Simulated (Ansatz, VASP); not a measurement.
# Ni: VASP beside Ansatz

```
CELL_PARAMETERS angstrom
0.00000 1.76795 1.76795
1.76795 0.00000 1.76795
1.76795 1.76795 0.00000
ATOMIC_POSITIONS crystal
Ni 0.00000 0.00000 0.00000
```

Alike in both runs: task electric field gradients; functional PBE; k mesh 20 × 20 × 20; occupations fermi-dirac, width 0.05 eV; collinear spin.

|  | VASP | Ansatz |
| --- | --- | --- |
| version | VASP 6.6.1 | Ansatz 0.2.0 |
| potentials or method | VASP PAW PBE potentials, release 64 (Ni) | PAW with Ansatz's default frozen-core files, scalar-relativistic |
| plane-wave cutoff (eV) | 520 | 420 |
| valence electrons in the cell | 10 | 18 |

VASP gave:

```
pressure (GPa)                                                 : -2.8
net moment per atom (μB)                                       : 0.63
size of the moment on the site where the two differ most (μB)  : 0.64
Vzz of the field gradient on the site that differs most (V/Å²) : 0.0
```

Question: Estimate Ansatz's values.

Answer: Pressure (GPa): -2.8; net moment per atom (μB): 0.64; size of the moment on the site where the two differ most (μB): 0.68; Vzz of the field gradient on the site that differs most (V/Å²): 0.0.

Site moments also hang on the region over which each program counts them. The two sets of potentials don't hold the same shells in valence.
